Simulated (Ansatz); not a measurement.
# CuO (Cc): one cell, many starting occupations (series 2), part 2 of 2

Task: map the metastable states of CuO (Cc) by varying the start. Cell and atoms stay fixed.

Ansatz 0.2.0; DFT PBE+U (U_eff = 7 eV on Cu d), plane waves, PAW. The steps go on from the part before.

### 5 Random orbitals: fully mixed, one electron more

The input, input.yaml:

```yaml
crystal:
  lattice:
    - [4.68929952, 0.0, 0.0]
    - [4.68929952, 3.42679964, 0.0]
    - [-0.86054991, 0.0, 5.05943948]
  atoms:
    - { symbol: Cu, position: [0.0032, 0.2468, 0.0], spin: 0.3 }
    - { symbol: Cu, position: [0.4968, 0.7532, 0.5], spin: 0.3 }
    - { symbol: O, position: [0.5714, 0.9171, 0.2537] }
    - { symbol: O, position: [0.4056, 0.0829, 0.7537] }
    - { symbol: Cu, position: [0.0032, 0.7468, 0.0], spin: -0.3 }
    - { symbol: Cu, position: [0.4968, 0.2532, 0.5], spin: -0.3 }
    - { symbol: O, position: [0.5714, 0.4171, 0.2537] }
    - { symbol: O, position: [0.4056, 0.5829, 0.7537] }
basis:
  ecutwfc: 420
  ecutrho_ratio: 4
kpoints:
  mp_grid: { grid: [7, 7, 4] }
hamiltonian:
  xc: pbe
  hubbard:
    sites:
      - { site: 0, l: d, u_eff: 7.0, starting_ns: [{ spin: up, occupation_matrix: s0up }, { spin: down, occupation_matrix: s0down }] }
      - { site: 1, l: d, u_eff: 7.0, starting_ns: [{ spin: up, occupation_matrix: s1up }, { spin: down, occupation_matrix: s1down }] }
      - { site: 4, l: d, u_eff: 7.0, starting_ns: [{ spin: up, occupation_matrix: s4up }, { spin: down, occupation_matrix: s4down }] }
      - { site: 5, l: d, u_eff: 7.0, starting_ns: [{ spin: up, occupation_matrix: s5up }, { spin: down, occupation_matrix: s5down }] }
    occupation_matrices:
      s0up:
        matrix:
          - [0.97, 0.0, 0.0, 0.0, 0.0]
          - [0.0, 0.97, 0.0, 0.0, 0.0]
          - [0.0, 0.0, 0.97, 0.0, 0.0]
          - [0.0, 0.0, 0.0, 0.97, 0.0]
          - [0.0, 0.0, 0.0, 0.0, 0.97]
      s0down:
        matrix:
          - [0.97, 0.0, 0.0, 0.0, 0.0]
          - [0.0, 0.97, 0.0, 0.0, 0.0]
          - [0.0, 0.0, 0.97, 0.0, 0.0]
          - [0.0, 0.0, 0.0, 0.97, 0.0]
          - [0.0, 0.0, 0.0, 0.0, 0.97]
      s1up:
        matrix:
          - [0.97, 0.0, 0.0, 0.0, 0.0]
          - [0.0, 0.97, 0.0, 0.0, 0.0]
          - [0.0, 0.0, 0.97, 0.0, 0.0]
          - [0.0, 0.0, 0.0, 0.97, 0.0]
          - [0.0, 0.0, 0.0, 0.0, 0.97]
      s1down:
        matrix:
          - [0.97, 0.0, 0.0, 0.0, 0.0]
          - [0.0, 0.97, 0.0, 0.0, 0.0]
          - [0.0, 0.0, 0.97, 0.0, 0.0]
          - [0.0, 0.0, 0.0, 0.97, 0.0]
          - [0.0, 0.0, 0.0, 0.0, 0.97]
      s4up:
        matrix:
          - [0.97, 0.0, 0.0, 0.0, 0.0]
          - [0.0, 0.97, 0.0, 0.0, 0.0]
          - [0.0, 0.0, 0.97, 0.0, 0.0]
          - [0.0, 0.0, 0.0, 0.97, 0.0]
          - [0.0, 0.0, 0.0, 0.0, 0.97]
      s4down:
        matrix:
          - [0.97, 0.0, 0.0, 0.0, 0.0]
          - [0.0, 0.97, 0.0, 0.0, 0.0]
          - [0.0, 0.0, 0.97, 0.0, 0.0]
          - [0.0, 0.0, 0.0, 0.97, 0.0]
          - [0.0, 0.0, 0.0, 0.0, 0.97]
      s5up:
        matrix:
          - [0.97, 0.0, 0.0, 0.0, 0.0]
          - [0.0, 0.97, 0.0, 0.0, 0.0]
          - [0.0, 0.0, 0.97, 0.0, 0.0]
          - [0.0, 0.0, 0.0, 0.97, 0.0]
          - [0.0, 0.0, 0.0, 0.0, 0.97]
      s5down:
        matrix:
          - [0.97, 0.0, 0.0, 0.0, 0.0]
          - [0.0, 0.97, 0.0, 0.0, 0.0]
          - [0.0, 0.0, 0.97, 0.0, 0.0]
          - [0.0, 0.0, 0.0, 0.97, 0.0]
          - [0.0, 0.0, 0.0, 0.0, 0.97]
    ns_hold: until_converged
scf:
  occupations: { method: gaussian, width: 0.05 }
  lower_state_search: "off"
  max_iter: 150
output:
  forces: true
  stress: true
  eigenvalues: true
  populations: true
  hubbard:
    sites:
      - { site: 0, l: d }
      - { site: 1, l: d }
      - { site: 4, l: d }
      - { site: 5, l: d }
magnetization:
  spin_polarized: true
```

At this filling each channel is wholly full or empty, so no choice of orbitals remains. The typed matrices put 0.97 on the chosen orbitals and 0.02 on the others, and are held until the SCF converges, then released.

The run is started by

```bash
$ ansatz run input.yaml --threads 4 --pin off --max-ram 6144MiB --backend cpu --events-out ev --progress --plain --runs-dir out
```

Standard output, cut to the lines that bear on the results:

```text
Warning: RAYON_NUM_THREADS=4 ignored (pool sized by the plan → 4); use --threads N
Cu: projections on atomic orbitals take those of the free atom [Ne] 3s2 3p6 3d10 4s1, of charge +0.00 (hamiltonian.pseudopotentials.projection_atoms); the dataset's partial waves leave at most 2.0e-6 of an orbital's norm unspanned inside its sphere
O: projections on atomic orbitals take those of the free atom [He] 2s2 2p4, of charge +0.00 (hamiltonian.pseudopotentials.projection_atoms); the dataset's partial waves leave at most 1.9e-8 of an orbital's norm unspanned inside its sphere
[...]
Pseudopotentials: kind: paw
Pseudopotential: Cu, paw, valence charge 19, recommended cutoff 420 eV (normal), Cu.paw.azcp
Pseudopotential: O, paw, valence charge 6, recommended cutoff 420 eV (normal), O.paw.azcp
Functional definition: PBE
[...]
Crystal: 8 atoms, lattice volume = 81.302 Å³
Basis set: ecut = 420 eV, 1595 PW (Γ), exchange–correlation on 64×80×72 points (8 copies of the dense FFT grid, shifted against one another)
[...]
WARN: the starting moments were not kept: the SCF closed with an absolute magnetisation of 7.2e-6 μB, where they sum to 1.2 μB in size (4 sites). That is at most 0.1 of that sum. Measured as dr2_m measures the in/out step, that magnetisation stands 2.5e-11 eV from none, at or under the [...]
  Cu4 d_3D dn     Tr n = 4.7768  λ = 0.808 0.980 0.995 0.996 0.997  [xz 0.60 A(1.00) | xy 0.75 A(1.00) | x2-y2 0.89 A(1.00) | yz 0.52 A(1.00) | z2 0.71 A(1.00)]
  specified occupation → Cu4 d_3D up: matrix, ‖Δ‖_F = 0.1687, Tr Δ = +0.0732, displaced = 0.1254, d_λ = 0.1687; orbital distance = 0.0000
  specified occupation → Cu4 d_3D dn: matrix, ‖Δ‖_F = 0.1687, Tr Δ = +0.0732, displaced = 0.1254, d_λ = 0.1687; orbital distance = 0.0000
  Cu5 d_3D: site group C1 (1)
  Cu5 d_3D up     Tr n = 4.7768  λ = 0.808 0.980 0.995 0.996 0.997  [xz 0.60 A(1.00) | xy 0.75 A(1.00) | x2-y2 0.89 A(1.00) | yz 0.52 A(1.00) | z2 0.71 A(1.00)]
  Cu5 d_3D dn     Tr n = 4.7768  λ = 0.808 0.980 0.995 0.996 0.997  [xz 0.60 A(1.00) | xy 0.75 A(1.00) | x2-y2 0.89 A(1.00) | yz 0.52 A(1.00) | z2 0.71 A(1.00)]
  specified occupation → Cu5 d_3D up: matrix, ‖Δ‖_F = 0.1687, Tr Δ = +0.0732, displaced = 0.1254, d_λ = 0.1687; orbital distance = 0.0000
  specified occupation → Cu5 d_3D dn: matrix, ‖Δ‖_F = 0.1687, Tr Δ = +0.0732, displaced = 0.1254, d_λ = 0.1687; orbital distance = 0.0000
  Tr n, λ and their labels are of the run-group-symmetrised matrices; stabiliser: 8 of 8 elements of G0×{1,Θ} (closed), max defect 1.7e-6 at τ = 3.4e-5
```

Caution: the run may have ended on a state that is not the lowest.

Wall time 38 s (4 threads of Arm Neoverse V1, shared host); peak memory 0.74 GiB.

Result: no gap, pressure 9.5 GPa, no moment over 0.05 μB in any sphere, largest force component 0.70 eV/Å, 2 symmetry operations imposed. It flags that the state may be a saddle point.

The shells' filling, with natural orbitals sorted by occupation:

```csv
shell,channel,electrons,over 0.8,0.2 to 0.8,under 0.2
Cu 3d (atom 1),up,4.78,5,0,0
Cu 3d (atom 1),down,4.78,5,0,0
```

### 6 Random orbitals: drawn by pairs, first filling

input.yaml: that of step 5 with these lines changed.

```diff
@@ -6,8 +6,8 @@
   atoms:
-    - { symbol: Cu, position: [0.0032, 0.2468, 0.0], spin: 0.3 }
-    - { symbol: Cu, position: [0.4968, 0.7532, 0.5], spin: 0.3 }
+    - { symbol: Cu, position: [0.0032, 0.2468, 0.0], spin: 1.0 }
+    - { symbol: Cu, position: [0.4968, 0.7532, 0.5], spin: 1.0 }
     - { symbol: O, position: [0.5714, 0.9171, 0.2537] }
     - { symbol: O, position: [0.4056, 0.0829, 0.7537] }
-    - { symbol: Cu, position: [0.0032, 0.7468, 0.0], spin: -0.3 }
-    - { symbol: Cu, position: [0.4968, 0.2532, 0.5], spin: -0.3 }
+    - { symbol: Cu, position: [0.0032, 0.7468, 0.0], spin: -1.0 }
+    - { symbol: Cu, position: [0.4968, 0.2532, 0.5], spin: -1.0 }
     - { symbol: O, position: [0.5714, 0.4171, 0.2537] }
@@ -37,3 +37,3 @@
         matrix:
-          - [0.97, 0.0, 0.0, 0.0, 0.0]
+          - [0.02, 0.0, 0.0, 0.0, 0.0]
           - [0.0, 0.97, 0.0, 0.0, 0.0]
@@ -51,3 +51,3 @@
         matrix:
-          - [0.97, 0.0, 0.0, 0.0, 0.0]
+          - [0.02, 0.0, 0.0, 0.0, 0.0]
           - [0.0, 0.97, 0.0, 0.0, 0.0]
@@ -58,3 +58,3 @@
         matrix:
-          - [0.97, 0.0, 0.0, 0.0, 0.0]
+          - [0.02, 0.0, 0.0, 0.0, 0.0]
           - [0.0, 0.97, 0.0, 0.0, 0.0]
@@ -72,3 +72,3 @@
         matrix:
-          - [0.97, 0.0, 0.0, 0.0, 0.0]
+          - [0.02, 0.0, 0.0, 0.0, 0.0]
           - [0.0, 0.97, 0.0, 0.0, 0.0]
@@ -84,3 +84,3 @@
           - [0.0, 0.0, 0.0, 0.0, 0.97]
-    ns_hold: until_converged
+    ns_hold: { iters: 12 }
 scf:
```

The typed matrices put 0.97 on the chosen orbitals and 0.02 on the others, and are held for 12 cycles.

The run is started by

```bash
$ ansatz run input.yaml --threads 4 --pin off --max-ram 6144MiB --backend cpu --events-out ev --progress --plain --runs-dir out
```

Standard output, cut to the lines that bear on the results:

```text
Warning: RAYON_NUM_THREADS=4 ignored (pool sized by the plan → 4); use --threads N
Cu: projections on atomic orbitals take those of the free atom [Ne] 3s2 3p6 3d10 4s1, of charge +0.00 (hamiltonian.pseudopotentials.projection_atoms); the dataset's partial waves leave at most 2.0e-6 of an orbital's norm unspanned inside its sphere
O: projections on atomic orbitals take those of the free atom [He] 2s2 2p4, of charge +0.00 (hamiltonian.pseudopotentials.projection_atoms); the dataset's partial waves leave at most 1.9e-8 of an orbital's norm unspanned inside its sphere
[...]
[... 4 set-up lines as earlier in the session ...]
[...]
Crystal: 8 atoms, lattice volume = 81.302 Å³
Basis set: ecut = 420 eV, 1595 PW (Γ), exchange–correlation on 64×80×72 points (8 copies of the dense FFT grid, shifted against one another)
Bands: 63, of which v1, the nominal top of the filled ones, is band 50 counted from 1 (49 counted from 0)
[... 1 set-up line as earlier in the session ...]
[...]
WARN: the starting moments were not kept: the SCF closed with an absolute magnetisation of 1.4e-5 μB, where they sum to 4 μB in size (4 sites). That is at most 0.1 of that sum. Measured as dr2_m measures the in/out step, that magnetisation stands 4.6e-11 eV from none, at or under the [...]
WARN: hamiltonian.hubbard: on 4 of 8 specified blocks the occupation matrix of this SCF's result fails the test of the specified filling. At site 0 ↓ (sites count from 0 in the list of atoms of the cell that this SCF solves) the least filled combination of the orbitals specified full has [...]
  Cu4 d_3D: site group C1 (1)
  Cu4 d_3D up     Tr n = 4.7768  λ = 0.808 0.980 0.995 0.996 0.997  [xz 0.60 A(1.00) | xy 0.75 A(1.00) | x2-y2 0.89 A(1.00) | yz 0.52 A(1.00) | z2 0.71 A(1.00)]
  Cu4 d_3D dn     Tr n = 4.7768  λ = 0.808 0.980 0.995 0.996 0.997  [xz 0.60 A(1.00) | xy 0.75 A(1.00) | x2-y2 0.89 A(1.00) | yz 0.52 A(1.00) | z2 0.71 A(1.00)]
  specified occupation → Cu4 d_3D up: matrix, ‖Δ‖_F = 0.9897, Tr Δ = -0.8768, displaced = 0.6004, d_λ = 0.7893; orbital distance = 1.4142
  specified occupation → Cu4 d_3D dn: matrix, ‖Δ‖_F = 0.1687, Tr Δ = +0.0732, displaced = 0.1254, d_λ = 0.1687; orbital distance = 0.0000
  Cu5 d_3D: site group C1 (1)
  Cu5 d_3D up     Tr n = 4.7768  λ = 0.808 0.980 0.995 0.996 0.997  [xz 0.60 A(1.00) | xy 0.75 A(1.00) | x2-y2 0.89 A(1.00) | yz 0.52 A(1.00) | z2 0.71 A(1.00)]
  Cu5 d_3D dn     Tr n = 4.7768  λ = 0.808 0.980 0.995 0.996 0.997  [xz 0.60 A(1.00) | xy 0.75 A(1.00) | x2-y2 0.89 A(1.00) | yz 0.52 A(1.00) | z2 0.71 A(1.00)]
  specified occupation → Cu5 d_3D up: matrix, ‖Δ‖_F = 0.9897, Tr Δ = -0.8768, displaced = 0.6004, d_λ = 0.7893; orbital distance = 1.4142
  specified occupation → Cu5 d_3D dn: matrix, ‖Δ‖_F = 0.1687, Tr Δ = +0.0732, displaced = 0.1254, d_λ = 0.1687; orbital distance = 0.0000
  Tr n, λ and their labels are of the run-group-symmetrised matrices; stabiliser: 8 of 8 elements of G0×{1,Θ} (closed), max defect 1.2e-6 at τ = 5.7e-5
```

Caution: the run may have ended on a state that is not the lowest.

It took 44 s on 4 threads of Arm Neoverse V1, shared host; peak memory 0.75 GiB.

Result: no gap, pressure 9.5 GPa, no moment over 0.05 μB in any sphere, largest force component 0.70 eV/Å, 2 symmetry operations imposed. The program reports that the typed filling wasn't kept. It flags that the state may be a saddle point.

The shells' filling, with natural orbitals sorted by occupation:

```csv
shell,channel,electrons,over 0.8,0.2 to 0.8,under 0.2
Cu 3d (atom 1),up,4.78,5,0,0
Cu 3d (atom 1),down,4.78,5,0,0
```

### 7 The states in order of energy

The summary covers parts 1 to 2.

Energies count from the lowest free state and have the smearing extrapolated to zero.

| start | energy (meV/atom) | gap (eV) | pressure (GPa) | largest moment (μB) | SCF cycles | time |
| --- | --- | --- | --- | --- | --- | --- |
| random orbitals: fully mixed, first filling (earlier series) | 0.0 | 0.99 | 8.7 | 0.60 | 37 | 2.6 min |
| random orbitals: single harmonics, first filling | 0.0 | 0.99 | 8.7 | 0.60 | 49 | 76 s |
| random orbitals: single harmonics, second filling | 0.0 | 0.99 | 8.7 | 0.60 | 45 | 1.8 min |
| random orbitals: fully mixed, first filling | 0.0 | 0.99 | 8.7 | 0.60 | 35 | 2 min |
| random orbitals: fully mixed, one electron more | 123.6 | metal | 9.5 | 0.00 | 28 | 38 s |
| random orbitals: drawn by pairs, first filling | 123.6 | metal | 9.5 | 0.00 | 34 | 44 s |

The 6 free runs end at 2 energies more than 1 meV/atom apart (states closer than that can still differ), spread over 124 meV/atom; the lowest came from «random orbitals: fully mixed, first filling (earlier series)» and 3 more starts. Their gaps on the mesh range from zero to 0.99 eV, so the gap depends on the state reached. The lowest state found need not be the ground state, and the geometry wasn't relaxed for any of them.
